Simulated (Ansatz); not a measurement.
# CdTe (F-43m) in Ansatz: settings compared

Aim: see how the results for CdTe move with the level of theory and the settings. Levels: PBEsol, PBE. Tasks: band structure.

Everything below comes from runs of Ansatz 0.2.0. Logs are shortened: lines on timing, memory, paths and dates and some standing lists are left out, and cuts for length are marked.

**The experiment to reproduce.**

From a printed reference work, data compilation, for a bulk crystal of CdTe at 0 K: band gap 1.607 eV.

The runs below are set against these values where they give the same quantity.

## (1) The structure

Symmetry: F-43m, No. 216, cubic system. The conventional cell has a = 6.410 Å, b = 6.410 Å, c = 6.410 Å, α = 90.00°, β = 90.00°, γ = 90.00°. Around Te (site symmetry -43m) lie 4 Cd at 2.78 Å. Around Cd (site symmetry -43m) lie 4 Te at 2.78 Å.

## (2) Band structure, PBEsol

input.yaml reads:

```yaml
crystal:
  lattice:
    - [0.0, 3.205, 3.205]
    - [3.205, 0.0, 3.205]
    - [3.205, 3.205, 0.0]
  atoms:
    - { symbol: Te, position: [0.75, 0.75, 0.75] }
    - { symbol: Cd, position: [0.0, 0.0, 0.0] }
hamiltonian:
  xc: pbesol
  pseudopotentials: { kind: paw }
kpoints:
  mp_grid: { grid: [7, 7, 7] }
  band_path:
    path:
      - [[0.0, 0.0, 0.0], [0.5, 0.0, 0.5], [0.5, 0.25, 0.75], [0.375, 0.375, 0.75], [0.0, 0.0, 0.0], [0.5, 0.5, 0.5], [0.625, 0.25, 0.625], [0.5, 0.25, 0.75], [0.5, 0.5, 0.5], [0.375, 0.375, 0.75]]
      - [[0.625, 0.25, 0.625], [0.5, 0.0, 0.5]]
    npoints: 14
scf:
  occupations: { method: fermi_dirac, width: 0.05 }
  n_extra_bands: 6
output:
  forces: true
  stress: true
  eigenvalues: true
  fatbands: false
```

Potentials or basis: Ansatz PAW.

Command:

```sh
$ ansatz run input.yaml --threads 2 --pin off --max-ram 5632MiB --backend cpu --events-out ev --progress --plain --runs-dir out
```

Log:

```text
Warning: RAYON_NUM_THREADS=2 ignored (pool sized by the plan → 2); use --threads N
scf.n_extra_bands = 6 over 18 filled bands (N_el = 36.0): the run solves 24 bands
Engine: ansatz 0.2.0, x86_64-unknown-linux-gnu
Pseudopotentials: kind: paw
Pseudopotential: Te, paw, valence charge 16, recommended cutoff 420 eV (normal), Te.paw.azcp
Pseudopotential: Cd, paw, valence charge 20, recommended cutoff 420 eV (normal), Cd.paw.azcp
Functional definition: PBEsol
  exchange = pbesol_x
  correlation = pbesol_c
Crystal: 2 atoms, lattice volume = 65.844 Å³
Basis set: ecut = 420 eV, 1243 PW (Γ), exchange–correlation on 64×64×64 points (8 copies of the dense FFT grid, shifted against one another)
Bands: 24, of which v1, the nominal top of the filled ones, is band 18 counted from 1 (17 counted from 0)
Symmetry: 24 space group operations
Space group: F-43m (ITA 216), of the structure as read, at distance tolerance 4.0e-5 Å
k-points: 20 of 343 (time reversal used)
Non-local potential: Te, projectors of the file, l = 0: 2, l = 1: 2, l = 2: 2, l = 3: 2
Non-local potential: Cd, projectors of the file, l = 0: 3, l = 1: 2, l = 2: 2, l = 3: 1
PAW form: soft (Blöchl's): semilocal exchange-correlation on the pseudo side does not see the compensation charge
PAW frozen core: Te, regenerated for the run's functional, and the local potential with it (the file was generated under x = pbe(κ = 0.804, μ = 0.2195149727645171), c = pbe(β = 0.06672455060314922))
PAW frozen core: Cd, regenerated for the run's functional, and the local potential with it (the file was generated under x = pbe(κ = 0.804, μ = 0.2195149727645171), c = pbe(β = 0.06672455060314922))
PAW one-centre angular grid: Te, 590 points (default); XC on 64 Gauss nodes
PAW one-centre angular grid: Cd, 590 points (default); XC on 64 Gauss nodes
Initial density: superposition of atomic densities (neutral atoms: chi_scale 0, normalization atom), corrected by the library's trained network
Initial wavefunctions: pseudopotential atomic-orbital guess
Functional: x = pbesol(κ = 0.804, μ = 0.12345679012345678), c = pbesol(β = 0.046)
SCF iter   1: F=—  HF=-15086.333033 eV  |F-HF|=—  |Δ(HF+E_count)|=         —  Δρ=3.88e-3  dr2=1.26e-2  ethr=1.77e-3  ⟨swp⟩=6.1  Hψ=2300  notcnv=0  defer=4
preconditioner: auto → none  [insulator: Δε(μ)=0.730 eV  Ē_g=12.802 eV  σ=0.050 eV  W_gap=1.00  n_scr=14 (ndim 8)  ℏωp=19.4 eV  f_vac=0.179  D(μ)=0.00/eV (n_scr^D=0)  ε∞_Penn≈3.3]
SCF iter   2: F=—  HF=-15086.328871 eV  |F-HF|=—  |Δ(HF+E_count)|=   4.16e-3  Δρ=9.27e-4  dr2=3.21e-4  ethr=3.50e-5  ⟨swp⟩=2.0  Hψ=912  notcnv=0  defer=28
SCF iter   3: F=—  HF=-15086.329058 eV  |F-HF|=—  |Δ(HF+E_count)|=   1.86e-4  Δρ=4.30e-4  dr2=7.90e-5  ethr=8.91e-7  ⟨swp⟩=2.0  Hψ=587  notcnv=0  defer=28
SCF iter   4: F=—  HF=-15086.329120 eV  |F-HF|=—  |Δ(HF+E_count)|=   6.22e-5  Δρ=2.00e-4  dr2=2.85e-5  ethr=2.19e-7  ⟨swp⟩=3.0  Hψ=780  notcnv=0  defer=28
SCF iter   5: F=—  HF=-15086.329113 eV  |F-HF|=—  |Δ(HF+E_count)|=   6.39e-6  Δρ=2.40e-5  dr2=1.96e-7  ethr=7.91e-8  ⟨swp⟩=2.0  Hψ=612  notcnv=0  defer=28
SCF iter   6: F=-15086.329113 eV  HF=-15086.329114 eV  |F-HF|=9.99e-8  |Δ(HF+E_count)|=   2.35e-7  Δρ=1.35e-5  dr2=6.25e-8  ethr=2.78e-10  ⟨swp⟩=9.4  Hψ=2503  notcnv=0
SCF 1 converged in 6 iterations: F = -15086.329113 eV  dr2 = 6.25e-8
NSCF: frozen V_eff on 142 k-points
SCF converged after 6 iterations
Free energy (F): -15086.329113 eV
Harris-Foulkes:  -15086.329114 eV  (|F-HF|=9.99e-8)
Internal energy: -15086.329109 eV  (E = F + TS)
E sigma→0 (E₀):  -15086.329111 eV
Entropy (-TS):   -0.000005 eV (-0.002 meV/atom)
Fermi energy:    8.207590 eV
--- Per-component energies (eV) ---
  E_band       = -779.804167
  E_kinetic    = 686.523192
  E_local      = -5350.186864  (includes V_loc(G=0)·N_el)
  E_nonlocal   = -271.232817
  E_hartree    = 2700.471293
  E_xc         = -299.075357
  E_vxc        = -325.575265  (∫ρ·V_xc dr)
  E_paw        = -8598.799820  (= ΣΔE_a)
  E_vpaw       = -920.263428  (= ΣTr[D̂ρ^β])
  E_aug_tail   = -0.000209  (compensation charges beyond the density's cutoff)
  E_ewald      = -3954.745301
  E_core_change = 0.716775  (= ΣΔE_core)
  E_smearing   = -0.000005  (= −TS)
  E_closure    = 0.000000  (closes the sum)
  Σ components = -15086.329113   (vs F -15086.329113, Δ=0.00e0)
--- Forces (eV/Å), atoms counted from 1 ---
  atom   1  Te     0.00000000    -0.00000000     0.00000000
  atom   2  Cd    -0.00000000     0.00000000    -0.00000000
  max |Σ_I F_I| component: 1.23e-16 eV/Å
--- Stress (GPa, compression-positive) ---
        1.670514      -0.000000      -0.000000
       -0.000000       1.670514       0.000000
       -0.000000       0.000000       1.670514
  P = ⅓ Tr σ = 1.6705 GPa (16.705 kbar)
--- Band table (eV; the first three rows and the last of 20) ---
  k-point 0: bands = ["-94.2736", "-55.3668", "-55.3668", "-55.3668", "-28.2607", "-28.2607", "-28.2607", "-28.2510", "-28.2510", "-3.6122", "-0.5711", "-0.5711", "-0.5711", "-0.2803", "-0.2803", "7.7985", "7.7985", "7.7985", "8.5552", "12.3413", "12.3413", "12.3413", "15.1335", "17.3223"]
  k-point 1: bands = ["-94.2736", "-55.3668", "-55.3668", "-55.3668", "-28.2608", "-28.2607", "-28.2607", "-28.2510", "-28.2510", "-3.5298", "-0.5553", "-0.5553", "-0.5102", "-0.2817", "-0.2817", "6.2917", "7.6094", "7.6094", "9.5528", "12.3637", "12.6207", "12.6207", "16.0311", "16.3793"]
  k-point 2: bands = ["-94.2736", "-55.3669", "-55.3668", "-55.3668", "-28.2608", "-28.2605", "-28.2605", "-28.2509", "-28.2509", "-3.3432", "-0.5234", "-0.5234", "-0.2964", "-0.2799", "-0.2799", "4.5417", "7.2483", "7.2483", "9.7370", "12.9620", "12.9620", "13.5128", "15.8041", "16.3939"]
  k-point 19: bands = ["-94.2736", "-55.3669", "-55.3668", "-55.3668", "-28.2609", "-28.2605", "-28.2601", "-28.2510", "-28.2507", "-3.0514", "-0.4442", "-0.4275", "-0.3162", "-0.2779", "0.3067", "3.4294", "5.1082", "5.8455", "11.4511", "12.5848", "13.6797", "14.4573", "16.7091", "18.0381"]
```

bands.tsv:

```text
# k_distance	band_0	band_1	band_2	band_3	band_4	band_5	band_6	band_7	band_8	band_9	band_10	band_11	band_12	band_13	band_14	band_15	band_16	band_17	band_18	band_19	band_20	band_21	band_22	band_23
[... 160 lines left out ...]
6.267447	-102.481160	-63.574479	-63.574417	-63.574417	-36.469002	-36.467625	-36.467624	-36.458769	-36.458073	-11.247137	-8.613297	-8.594518	-8.593729	-8.454554	-7.969313	-4.911220	-2.412804	-2.403171	2.024812	2.199064	8.437528	8.818449	8.845127	10.566119
6.292201	-102.481160	-63.574479	-63.574417	-63.574417	-36.469004	-36.467623	-36.467623	-36.458769	-36.458072	-11.247125	-8.612686	-8.594366	-8.594366	-8.454432	-7.969940	-4.911894	-2.405013	-2.405013	2.016859	2.190971	8.467059	8.838623	8.838623	10.557655
```

It took 8.6 s on 2 threads of Intel Xeon at 2.70GHz, shared host; peak memory 0.41 GiB.

Results:

```
Free energy             : -15086.3291 eV
Pressure                : 1.7 GPa
Band gap on the k mesh  : 0.76 eV, direct
Band gap along the path : 0.76 eV, direct
```

Levels at the corners of the path, in eV from the valence-band top:
```
point  band 14  band 15  band 16  band 17  band 18  band 19  band 20  band 21  band 22  band 23
    Γ    -8.08    -8.08     0.00     0.00     0.00     0.76     4.54     4.54     4.54     7.33
    X    -8.05    -7.56    -4.50    -2.00    -2.00     2.43     2.60     8.88     9.25     9.25
    W    -8.08    -7.47    -4.38    -2.48    -2.37     4.34     4.58     5.52     6.20     9.76
    K    -8.06    -7.51    -4.40    -2.74    -1.66     2.79     4.50     7.32     7.50     7.85
    Γ    -8.08    -8.08     0.00     0.00     0.00     0.76     4.54     4.54     4.54     7.33
    L    -8.07    -7.71    -4.66    -0.83    -0.83     1.77     5.14     5.14     6.93     8.63
    U    -8.06    -7.51    -4.40    -2.74    -1.66     2.79     4.50     7.32     7.50     7.85
    W    -8.08    -7.47    -4.38    -2.48    -2.37     4.34     4.58     5.52     6.20     9.76
    L    -8.07    -7.71    -4.66    -0.83    -0.83     1.77     5.14     5.14     6.93     8.63
    K    -8.06    -7.51    -4.40    -2.74    -1.66     2.79     4.50     7.32     7.50     7.85
    U    -8.06    -7.51    -4.40    -2.74    -1.66     2.79     4.50     7.32     7.50     7.85
    X    -8.05    -7.56    -4.50    -2.00    -2.00     2.43     2.60     8.88     9.25     9.25
```

Caveat: spin-orbit coupling is left out, which moves the levels of the heavy elements; the PAW data sets come from PBE, with cores solved anew for the run's functional, which leaves a small shift of forces and pressure.

## (3) Band structure, PBE

input.yaml, as its differences from that of step 2:

```diff
@@ -9,3 +9,3 @@
 hamiltonian:
-  xc: pbesol
+  xc: pbe
   pseudopotentials: { kind: paw }
@@ -26 +26,5 @@
   fatbands: false
+  write_density: true
+  write_potential: true
+  elf: true
+  volumetric_format: npy
```

Potentials or basis: Ansatz PAW.

Command:

```sh
$ ansatz run input.yaml --threads 2 --pin off --max-ram 5632MiB --backend cpu --events-out ev --progress --plain --runs-dir out
```

Wall time 8.6 s (2 threads of Intel Xeon at 2.70GHz, shared host); peak memory 0.42 GiB.

Results (log left out):

```
Free energy             : -15235.2572 eV
Pressure                : 4.2 GPa
Band gap on the k mesh  : 0.87 eV, direct
Band gap along the path : 0.87 eV, direct
```

Levels at the corners of the path, in eV from the valence-band top:
| point | band 15 | band 16 | band 17 | band 18 | band 19 | band 20 | band 21 | band 22 |
| --- | --- | --- | --- | --- | --- | --- | --- | --- |
| Γ | -8.11 | 0.00 | 0.00 | 0.00 | 0.87 | 4.60 | 4.60 | 4.60 |
| X | -7.58 | -4.46 | -1.98 | -1.98 | 2.54 | 2.67 | 9.00 | 9.31 |
| W | -7.49 | -4.34 | -2.45 | -2.33 | 4.37 | 4.68 | 5.61 | 6.30 |
| K | -7.53 | -4.36 | -2.70 | -1.64 | 2.88 | 4.57 | 7.42 | 7.55 |
| Γ | -8.11 | 0.00 | 0.00 | 0.00 | 0.87 | 4.60 | 4.60 | 4.60 |
| L | -7.73 | -4.61 | -0.82 | -0.82 | 1.86 | 5.20 | 5.20 | 7.08 |
| U | -7.53 | -4.36 | -2.70 | -1.64 | 2.88 | 4.57 | 7.42 | 7.55 |
| W | -7.49 | -4.34 | -2.45 | -2.33 | 4.37 | 4.68 | 5.61 | 6.30 |
| L | -7.73 | -4.61 | -0.82 | -0.82 | 1.86 | 5.20 | 5.20 | 7.08 |
| K | -7.53 | -4.36 | -2.70 | -1.64 | 2.88 | 4.57 | 7.42 | 7.55 |
| U | -7.53 | -4.36 | -2.70 | -1.64 | 2.88 | 4.57 | 7.42 | 7.55 |
| X | -7.58 | -4.46 | -1.98 | -1.98 | 2.54 | 2.67 | 9.00 | 9.31 |

Caveat: spin-orbit coupling is left out, which moves the levels of the heavy elements.

## (4) Comparison with measurements

Step 2. A measured gap of CdTe is 1.607 eV (0 K; a printed reference work, data compilation); the calculated 0.76 eV misses it by -0.85 eV. Spin-orbit coupling on Cd, Te is left out. The value is that of PBEsol, without temperature or zero-point motion. Semilocal functionals fall short of measured gaps as a rule.

Step 3. Measured gap of CdTe: 1.607 eV (0 K; a printed reference work, data compilation). This calculation gives 0.87 eV (-0.73 eV). Spin-orbit coupling on Cd, Te is left out. The value is that of PBE, without temperature or zero-point motion. Semilocal functionals fall short of measured gaps as a rule.
